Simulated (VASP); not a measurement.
ZnO: electric field gradients with PBE

ZnO:

```xyz
2
Lattice="-0.0856 2.0972 2.0972 2.0972 -0.0856 2.0972 2.0972 2.0972 -0.0856" Properties=species:S:1:pos:R:3 pbc="T T T"
Zn    0.0000    0.0000    0.0000
O     2.0544    2.0544    2.0544
```

Measurements of this composition are mostly on another form, of space group No. 186.

The cell isn't the ideal one: equal xy, yz and zx shear strains of -4 %, PAW files.

* Program: VASP 6.6.1
* Task: electric field gradients
* Functional: PBE
* Potentials or basis: VASP PAW PBE potentials, release 64 (Zn, O)
* Cutoff: 520 eV
* k mesh: 11 × 11 × 11
* Occupations: fermi-dirac, width 0.01 eV
* Spin: no spin polarisation
* Dipole correction: no
* Further INCAR settings: ALGO = Normal; EDIFF = 1e-08; NBANDS = 16

```yaml
Pressure: 7.4 GPa
Band_gap_on_the_k_mesh: 0.84 eV, indirect (least direct gap 1.92 eV)
```

Stress tensor (GPa, compression positive):
```
7.44 3.09 3.09
3.09 7.44 3.09
3.09 3.09 7.44
```

Levels at points of the mesh, in eV from the valence-band top:
| k point | band 5 | band 6 | band 7 | band 8 | band 9 | band 10 | band 11 | band 12 | band 13 | band 14 |
| --- | --- | --- | --- | --- | --- | --- | --- | --- | --- | --- |
| (0.00, 0.00, 0.00) | -4.66 | -4.66 | -1.51 | -1.51 | -1.08 | 0.84 | 17.42 | 17.42 | 17.96 | 19.18 |

Electric field gradients, principal values (V/Å²):
```
atom     Vxx     Vyy      Vzz
1 Zn  -4.786  -4.786    9.572
 2 O   9.036   9.036  -18.072
```

It took 33 s on 1 thread of AMD EPYC 9R45 (Zen 5) (shared host), peak memory 0.13 GiB.

Caveat: an odd mesh through Γ misses points on the zone boundary, where band edges often lie.
